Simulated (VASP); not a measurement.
# CsSnI3 (Pm-3m) in VASP: reference runs

Reference runs on CsSnI3: the cell as given and a disturbed copy.

Program: VASP 6.6.1. These are calculated values, not measurements. Logs are shortened: lines on timing, memory, paths and dates and some standing lists are left out, and cuts for length are marked.

## Step 1: The crystal as given

Symmetry: Pm-3m, No. 221, cubic system. Conventional cell: a = 6.206 Å, b = 6.206 Å, c = 6.206 Å, α = 90.00°, β = 90.00°, γ = 90.00°. Cs (site symmetry m-3m) has 12 I at 4.39 Å as nearest neighbours. I (site symmetry 4/mmm) has 2 Sn at 3.10 Å as nearest neighbours. Sn (site symmetry m-3m) is surrounded by 6 I at 3.10 Å.

## Step 2: Single point, PBEsol

Input file INCAR:

```
PREC = Accurate ; ENCUT = 520
EDIFF = 1E-7 ; ISMEAR = -1
SIGMA = 0.05 ; LREAL = False
LASPH = True ; NELM = 80
ALGO = Normal ; ISIF = 2
LWAVE = False ; LCHARG = False
GGA = PS ; NBANDS = 30
KPAR = 2
```

Input file KPOINTS:

```
Automatic mesh
0
Gamma
  5 5 5
```

Input file POSCAR:

```
CsSnI3
1.0
    6.2057000000      0.0000000000      0.0000000000
    0.0000000000      6.2057000000      0.0000000000
    0.0000000000      0.0000000000      6.2057000000
Cs I Sn
1 3 1
Direct
    0.0000000000      0.0000000000      0.0000000000
    0.5000000000      0.5000000000      0.0000000000
    0.5000000000      0.0000000000      0.5000000000
    0.0000000000      0.5000000000      0.5000000000
    0.5000000000      0.5000000000      0.5000000000
```

Potentials or basis: VASP PAW PBE potentials, release 64 (Cs_sv, I, Sn_d).

Started as:

```
cat potpaw_PBE.64/Cs_sv/POTCAR potpaw_PBE.64/I/POTCAR potpaw_PBE.64/Sn_d/POTCAR > POTCAR
mpirun -np 2 vasp_std > vasp.out
```

OUTCAR:

```text
PREC = Accurate
   ENCUT = 520
   EDIFF = 1E-7
   ISMEAR = -1
   LREAL = False
   LASPH = True
   NELM = 80
   ISIF = 2
   GGA = PS

 ion  position               nearest neighbor table
   1  0.000  0.000  0.000-
   2  0.500  0.500  0.000-   5 3.10   5 3.10
   3  0.500  0.000  0.500-   5 3.10   5 3.10
   4  0.000  0.500  0.500-   5 3.10   5 3.10
   5  0.500  0.500  0.500-   2 3.10   3 3.10   4 3.10   2 3.10   3 3.10   4 3.10

  LATTYP: Found a simple cubic cell.
 ALAT       =     6.2057000000

  Lattice vectors:

 A1 = (   6.2057000000,   0.0000000000,   0.0000000000)
 A2 = (   0.0000000000,   6.2057000000,   0.0000000000)
 A3 = (   0.0000000000,   0.0000000000,   6.2057000000)

Analysis of symmetry for initial positions (statically):
=====================================================================
 Subroutine PRICEL returns:
 Original cell was already a primitive cell.

 Routine SETGRP: Setting up the symmetry group for a
 simple cubic supercell.

 Subroutine GETGRP returns: Found 48 space group operations
 (whereof 48 operations were pure point group operations)
 out of a pool of 48 trial point group operations.

The static configuration has the point symmetry O_h .

Analysis of symmetry for dynamics (positions and initial velocities):
=====================================================================
 Subroutine PRICEL returns:
 Original cell was already a primitive cell.

 Routine SETGRP: Setting up the symmetry group for a
 simple cubic supercell.

 Subroutine GETGRP returns: Found 48 space group operations
 (whereof 48 operations were pure point group operations)
 out of a pool of 48 trial point group operations.

The dynamic configuration has the point symmetry O_h .

 Subroutine INISYM returns: Found 48 space group operations
 (whereof 48 operations are pure point group operations),
 and found     1 'primitive' translations

----------------------------------------------------------------------------------------

                                     Primitive cell

  volume of cell :     238.9859

  direct lattice vectors                    reciprocal lattice vectors
     6.205700000  0.000000000  0.000000000     0.161142176  0.000000000  0.000000000
     0.000000000  6.205700000  0.000000000     0.000000000  0.161142176  0.000000000
     0.000000000  0.000000000  6.205700000     0.000000000  0.000000000  0.161142176

  length of vectors
     6.205700000  6.205700000  6.205700000     0.161142176  0.161142176  0.161142176

  position of ions in fractional coordinates (direct lattice)
     0.000000000  0.000000000  0.000000000
     0.500000000  0.500000000  0.000000000
     0.500000000  0.000000000  0.500000000
     0.000000000  0.500000000  0.500000000
     0.500000000  0.500000000  0.500000000

  ion indices of the primitive-cell ions
   primitive index   ion index
                 1           1
                 2           2
                 3           3
                 4           4
                 5           5

----------------------------------------------------------------------------------------

 KPOINTS: Automatic mesh

Automatic generation of k-mesh.
 Grid dimensions read from file:
 generate k-points for:    5    5    5

 Generating k-lattice:

  Cartesian coordinates                     Fractional coordinates (reciprocal lattice)
     0.032228435  0.000000000  0.000000000     0.200000000  0.000000000  0.000000000
     0.000000000  0.032228435  0.000000000     0.000000000  0.200000000  0.000000000
     0.000000000  0.000000000  0.032228435     0.000000000  0.000000000  0.200000000

  Length of vectors
     0.032228435  0.032228435  0.032228435

  Shift w.r.t. Gamma in fractional coordinates (k-lattice)
     0.000000000  0.000000000  0.000000000

 Subroutine IBZKPT returns following result:
 ===========================================

 Found     10 irreducible k-points:

 Following reciprocal coordinates:
            Coordinates               Weight
  0.000000  0.000000  0.000000      1.000000
  0.200000  0.000000  0.000000      6.000000
  0.400000  0.000000  0.000000      6.000000
  0.200000  0.200000  0.000000     12.000000
  0.400000  0.200000  0.000000     24.000000
  0.400000  0.400000  0.000000     12.000000
  0.200000  0.200000  0.200000      8.000000
  0.400000  0.200000  0.200000     24.000000
  0.400000  0.400000  0.200000     24.000000
  0.400000  0.400000  0.400000      8.000000
   k-points           NKPTS =     10   k-points in BZ     NKDIM =     10   number of bands    NBANDS=     30
   number of dos      NEDOS =    301   number of ions     NIONS =      5
   total plane-waves  NPLWV = 110592
   dimension x,y,z NGX =    48 NGY =   48 NGZ =   48
   dimension x,y,z NGXF=    96 NGYF=   96 NGZF=   96
   ions per type =               1   3   1
   NGX,Y,Z   is equivalent  to a cutoff of  12.86, 12.86, 12.86 a.u.
   NGXF,Y,Z  is equivalent  to a cutoff of  25.72, 25.72, 25.72 a.u.
 SYSTEM =  unknown system
   PREC   = accura    normal or accurate (medium, high low for compatibility)
   ISTART =      0    job   : 0-new  1-cont  2-samecut
   ICHARG =      2    charge: 1-file 2-atom 10-const
   ISPIN  =      1    spin polarized calculation?
   LNONCOLLINEAR =      F non collinear calculations
   LSORBIT =      F    spin-orbit coupling
   LASPH  =      T    aspherical Exc in radial PAW
   ENCUT  =  520.0 eV  38.22 Ry    6.18 a.u.  11.54 11.54 11.54*2*pi/ulx,y,z
   NELM   =     80;   NELMIN=  2; NELMDL= -5     # of ELM steps
   EDIFF  = 0.1E-06   stopping-criterion for ELM
   LREAL  =      F    real-space projection
   EDIFFG = 0.1E-05   stopping-criterion for IOM
   NSW    =      0    number of steps for IOM
   IBRION =     -1    ionic relax: 0-MD 1-quasi-New 2-CG
   NFREE  =      0    steps in history (QN), initial steepest desc. (CG)
   ISIF   =      2    stress and relaxation
   ISYM   =      2    0-nonsym 1-usesym 2-fastsym
   POTIM  = 0.5000    time-step for ionic-motion
   TEBEG  =    0.0;   TEEND  =   0.0 temperature during run
   PSTRESS=    0.0 pullay stress
   NELECT =      44.0000    total number of electrons
   NUPDOWN=      -1.0000    fix difference up-down
   EMIN   =  10.00;   EMAX   =-10.00  energy-range for DOS
   EFERMI =   0.00;   METHOD = LEGACY
   ISMEAR =    -1;   SIGMA  =   0.05  broadening in eV -4-tet -1-fermi 0-gaus
   EFERMI_NEDOS =   21; number of points for ismear=-14 and -15
   IALGO  =     38    algorithm
   IMIX   =      4    mixing-type and parameters
     AMIX     =   0.40;   BMIX     =  1.00
     AMIX_MAG =   1.60;   BMIX_MAG =  1.00
  volume/ion in A,a.u.               =      47.80       322.55
  Fermi-wavevector in a.u.,A,eV,Ry     =   0.931326  1.759950 11.801253  0.867368
  Thomas-Fermi vector in A             =   2.057807
   LORBIT       =      0    0 simple, 1 ext, 2 COOP (PROOUT), +10 PAW based schemes
   GGA     = PS    functional components
   LHFCALC =     F    Hartree Fock is set to
   AEXX    =    0.0000 exact exchange contribution
   IVDW    =     0    specifies the selected vdW correction
   LEPSILON=     F    determine dielectric tensor
   LRPA    =     F    only Hartree local field effects (RPA)
 non-spin polarized calculation
  energy-cutoff  :      520.00
  volume of cell :      238.99
 maximum number of plane-waves:      6455
 NGX is ok and might be reduce to    48

 number of electron      43.9999983 magnetization

 Free energy of the ion-electron system (eV)
  ---------------------------------------------------
  ext. energy  EPLUGINS =         0.00000000
  ---------------------------------------------------
  free energy    TOTEN  =       -15.10624824 eV

  energy without entropy =      -15.10624822  energy(sigma->0) =      -15.10624823

 E-fermi :   2.6877     XC(G=0):  -7.6893

 val. band max:        1.8437384334   @ k =   0.4000   0.4000   0.4000
 cond. band min:       3.5665197430   @ k =   0.4000   0.4000   0.4000
 fundamental gap:      1.7227813095
 Fermi energy:         2.6876676852

 k-point     1 :       0.0000    0.0000    0.0000
  band No.  band energies     occupation
      1     -19.5019      2.00000
      2     -19.2046      2.00000
      3     -19.2046      2.00000
      4     -19.1826      2.00000
      5     -19.1826      2.00000
      6     -19.1826      2.00000
[... 22 lines left out ...]
     29       7.4468      0.00000
     30       7.4468      0.00000

 k-point     2 :       0.2000    0.0000    0.0000
  band No.  band energies     occupation
      1     -19.5017      2.00000
      2     -19.2046      2.00000
      3     -19.2040      2.00000
      4     -19.1827      2.00000
      5     -19.1827      2.00000
      6     -19.1826      2.00000
[... 22 lines left out ...]
     29       6.4697      0.00000
     30       7.3680      0.00000

 k-point     3 :       0.4000    0.0000    0.0000
  band No.  band energies     occupation
      1     -19.5015      2.00000
      2     -19.2046      2.00000
      3     -19.2031      2.00000
      4     -19.1828      2.00000
      5     -19.1828      2.00000
      6     -19.1826      2.00000
[... 22 lines left out ...]
     29       7.0307      0.00000
     30       7.2988      0.00000

 k-point     4 :       0.2000    0.2000    0.0000
  band No.  band energies     occupation
      1     -19.5016      2.00000
      2     -19.2043      2.00000
      3     -19.2037      2.00000
      4     -19.1827      2.00000
      5     -19.1827      2.00000
      6     -19.1827      2.00000
[... 154 lines left out ...]
     29       7.3754      0.00000
     30       7.6792      0.00000

 k-point     9 :       0.4000    0.4000    0.2000
  band No.  band energies     occupation
      1     -19.5010      2.00000
      2     -19.2032      2.00000
      3     -19.2023      2.00000
      4     -19.1829      2.00000
      5     -19.1828      2.00000
      6     -19.1828      2.00000
[... 22 lines left out ...]
     29       7.1523      0.00000
     30       7.6139      0.00000

 k-point    10 :       0.4000    0.4000    0.4000
  band No.  band energies     occupation
      1     -19.5008      2.00000
      2     -19.2023      2.00000
      3     -19.2023      2.00000
      4     -19.1829      2.00000
      5     -19.1829      2.00000
      6     -19.1829      2.00000
[... 22 lines left out ...]
     29       6.8438      0.00000
     30       7.8776      0.00000

------------------------ aborting loop because EDIFF is reached ----------------------------------------

  FORCE on cell =-STRESS in cart. coord.  units (eV):
  Direction    XX          YY          ZZ          XY          YZ          ZX
  --------------------------------------------------------------------------------------
  -------------------------------------------------------------------------------------
  Total       -1.0297850     -1.0297850     -1.0297850     -0.0000000      0.0000000      0.0000000
  in kB       -6.9037459     -6.9037459     -6.9037459     -0.0000000      0.0000000      0.0000000
  external PRESSURE =      -6.9037459 kB  Pullay stress =       0.0000000 kB

 VOLUME and BASIS-vectors are now :
 -----------------------------------------------------------------------------
  energy-cutoff  :      520.00
  volume of cell :      238.99
      direct lattice vectors                 reciprocal lattice vectors
     6.205700000  0.000000000  0.000000000     0.161142176  0.000000000  0.000000000
     0.000000000  6.205700000  0.000000000     0.000000000  0.161142176  0.000000000
     0.000000000  0.000000000  6.205700000     0.000000000  0.000000000  0.161142176

 POSITION                                       TOTAL-FORCE (eV/Angst)
 -----------------------------------------------------------------------------------
      0.00000      0.00000      0.00000         0.000000      0.000000      0.000000
      3.10285      3.10285      0.00000         0.000000      0.000000      0.000000
      3.10285      0.00000      3.10285         0.000000      0.000000      0.000000
      0.00000      3.10285      3.10285         0.000000      0.000000      0.000000
      3.10285      3.10285      3.10285         0.000000      0.000000      0.000000
 -----------------------------------------------------------------------------------
    total drift:                                0.000000     -0.000000     -0.000000

  FREE ENERGIE OF THE ION-ELECTRON SYSTEM (eV)
  ---------------------------------------------------
  free  energy   TOTEN  =       -15.1062482358 eV

  energy  without entropy=      -15.1062482247  energy(sigma->0) =      -15.10624823
```

Run time: 31 s. Hardware: 2 MPI ranks of Intel Xeon Platinum 8488C (Sapphire Rapids), shared host; peak memory 0.33 GiB.

Results:

```
Free energy            : -15.1062 eV
Pressure               : -0.7 GPa
Band gap on the k mesh : 1.72 eV, direct
```

Caveat: the PAW data sets were made with another functional, which shifts forces and pressure a little; spin-orbit coupling is left out, which moves the levels of the heavy elements; an odd mesh through Γ misses points on the zone boundary, where band edges often lie.

## Step 3: Single point, PBEsol (atoms moved at random, drawn with an rms of 0.05 Å)

INCAR is that of step 2.

KPOINTS is that of step 2.

Input file POSCAR:

```
CsSnI3
1.0
    6.2057000000      0.0000000000      0.0000000000
    0.0000000000      6.2057000000      0.0000000000
    0.0000000000      0.0000000000      6.2057000000
Cs I Sn
1 3 1
Direct
   -0.0046040000     -0.0063440000     -0.0024430000
    0.5055680000      0.4964260000      0.0078710000
    0.4983430000     -0.0032340000      0.4959610000
    0.0130460000      0.5027980000      0.4980340000
    0.4995800000      0.5014670000      0.4972100000
```

Potentials or basis: VASP PAW PBE potentials, release 64 (Cs_sv, I, Sn_d).

Started as:

```
cat potpaw_PBE.64/Cs_sv/POTCAR potpaw_PBE.64/I/POTCAR potpaw_PBE.64/Sn_d/POTCAR > POTCAR
mpirun -np 2 vasp_std > vasp.out
```

It took 2.2 min on 2 MPI ranks of Intel Xeon Platinum 8488C (Sapphire Rapids), shared host; peak memory 0.61 GiB.

The run converged. Its results:

| Property | Result |
| --- | --- |
| Free energy | -15.0984 eV |
| Pressure | -0.6 GPa |
| Largest force | 0.115 eV/Å |
| Band gap on the k mesh | 1.69 eV, direct |

Forces on the atoms (eV/Å):
```
Cs   0.002 -0.002  0.004
I    0.021  0.002 -0.095
I    0.034  0.029  0.027
I   -0.113 -0.010  0.024
Sn   0.056 -0.020  0.040
```

Levels at points of the mesh, in eV from the valence-band top:
```csv
k point,band 19,band 20,band 21,band 22,band 23,band 24,band 25,band 26
"(0.00, 0.00, 0.00)",-1.43,-1.27,-1.27,-1.27,2.97,3.94,3.94,4.27
```

Caveat: the PAW data sets were made with another functional, which shifts forces and pressure a little; spin-orbit coupling is left out, which moves the levels of the heavy elements; an odd mesh through Γ misses points on the zone boundary, where band edges often lie.
